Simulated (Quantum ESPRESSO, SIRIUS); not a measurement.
This is a calculation of Al (Aluminum) for SIRIUS 7.10.0. 

The input sirius.json:

```json
{
  "control": {
    "processing_unit": "cpu",
    "verbosity": 2,
    "num_bands_to_print": 7,
    "print_forces": true,
    "print_stress": true
  },
  "parameters": {
    "electronic_structure_method": "pseudopotential",
    "xc_functionals": ["XC_GGA_X_PBE", "XC_GGA_C_PBE"],
    "gk_cutoff": 6.4,
    "pw_cutoff": 12.8,
    "ngridk": [11, 11, 11],
    "shiftk": [0, 0, 0],
    "smearing": "fermi_dirac",
    "smearing_width": 0.0018374661,
    "num_bands": 7,
    "num_mag_dims": 0,
    "num_dft_iter": 100,
    "energy_tol": 1e-08,
    "density_tol": 1e-06
  },
  "iterative_solver": {
    "type": "davidson",
    "min_tolerance": 1e-10
  },
  "mixer": {
    "type": "anderson",
    "beta": 0.7,
    "max_history": 8
  },
  "settings": {
    "tol_ne": 1e-10
  },
  "unit_cell": {
    "lattice_vectors": [
      [0.0, 3.826326905773, 3.826326905773],
      [3.826326905773, 0.0, 3.826326905773],
      [3.826326905773, 3.826326905773, 0.0]
    ],
    "atom_coordinate_units": "lattice",
    "atom_types": ["Al"],
    "atom_files": {
      "Al": "Al.json"
    },
    "atoms": {
      "Al": [
        [0.0, 0.0, 0.0]
      ]
    }
  }
}
```

Potentials or basis: PseudoDojo 0.4.1 PBE standard (scalar relativistic).

Launch:

```sh
$ upf_to_json Al.upf
$ OMP_NUM_THREADS=1 sirius.scf --input=sirius.json --output=out.json --task=0
```

Task: Set up the same calculation for Quantum ESPRESSO 7.5. Potentials or basis there: SSSP 1.3 efficiency PBE, cutoff 748 eV.

Result: As run (cutoffs and basis follow the program's own potentials, and thresholds, step limits or extra output files can differ):

The input pw.in:

```
&CONTROL
  calculation = 'scf'
  prefix = 'pwscf'
  outdir = './tmp'
  pseudo_dir = './pseudo'
  tprnfor = .true.
  tstress = .true.
  disk_io = 'nowf'
/
&SYSTEM
  ibrav = 0
  nat = 1
  ntyp = 1
  ecutwfc = 55
  ecutrho = 440
  nbnd = 6
  occupations = 'smearing'
  smearing = 'fd'
  degauss = 0.00367493
/
&ELECTRONS
  conv_thr = 2d-10
  electron_maxstep = 120
  mixing_beta = 0.5
/
ATOMIC_SPECIES
Al    26.9815 Al.pbe-n-kjpaw_psl.1.0.0.UPF
CELL_PARAMETERS angstrom
   0.0000000000    2.0248050000    2.0248050000
   2.0248050000    0.0000000000    2.0248050000
   2.0248050000    2.0248050000    0.0000000000
ATOMIC_POSITIONS crystal
Al     0.0000000000    0.0000000000    0.0000000000
K_POINTS automatic
11 11 11 0 0 0
```

Potentials or basis: SSSP 1.3 efficiency PBE.

The run is started by

```sh
$ OMP_NUM_THREADS=1 pw.x -in pw.in > pw.out
```

Both were run:

|  | SIRIUS | Quantum ESPRESSO |
| --- | --- | --- |
| Pressure | -0.7 GPa | -0.5 GPa |

Pressure is positive in compression.
